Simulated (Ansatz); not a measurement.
# V2O5: a ladder of calculations

Cell of run 1: an entry of the Crystallography Open Database (COD), atoms as given.

Space group Pmmn:1 (No. 59); a = 3.5710, b = 11.5440, c = 4.3830 Å.

```csv
site,Wyckoff,site symmetry,x,y,z
V,4e,m..,0.0000,0.3512,0.8914
O5,4e,m..,0.0000,0.1809,0.0028
O9,4e,m..,0.0000,0.3545,0.5303
O13,2b,mm2,0.0000,0.5000,0.9992
```

One atom of each set is listed.

Relaxed positions (PBE, cell held):

V (0.0000, 0.3516, 0.8877)
O5 (0.0000, 0.1811, 0.0057)
O9 (0.0000, 0.3551, 0.5264)
O13 (0.0000, 0.5000, 0.9982)

All runs are DFT with Ansatz 0.2.0 (plane waves and PAW, scalar-relativistic unless spin–orbit coupling is named, Γ-centred meshes, Fermi–Dirac smearing where given) in this cell.

Run 1: PBE, gradients read without the response of the cores, atoms as given; 420 eV, 6×2×5 k-points, smearing 0.02 eV.
Run 2: PBE, gradients read without the response of the cores, atoms relaxed; 420 eV, 6×2×5 k-points, smearing 0.02 eV.
Run 3: r2SCAN, gradients read without the response of the cores, at the relaxed atoms; 500 eV, 6×2×5 k-points, smearing 0.02 eV.

```csv
run,V V_zz (η),O5 V_zz (η),O9 V_zz (η),O13 V_zz (η)
1,-0.70 (0.33),-5.30 (0.70),-1.14 (0.75),-6.25 (0.01)
2,?,?,?,?
3,-0.54 (0.99),-5.43 (0.74),-0.79 (0.98),-6.34 (0.12)
```

V_zz in 10²¹ V/m².

Question: Estimate the row of run 2.

Answer: V: -0.79 (0.40); O5: -5.26 (0.71); O9: -1.16 (0.71); O13: -6.15 (0.03). It lies nearest to run 1, from whose tensors on these sites it differs by 0.20 at most (largest principal value of the difference, on V). Taken one at a time, the functional (r2SCAN with its higher cutoff) moves the tensors on these sites by up to 0.46 (largest principal value of the change, on O9), the positions of the atoms (as given or relaxed) by 0.20 (V).

In run 3 the atoms aren't at the calculated equilibrium (largest force 0.60 eV/Å).
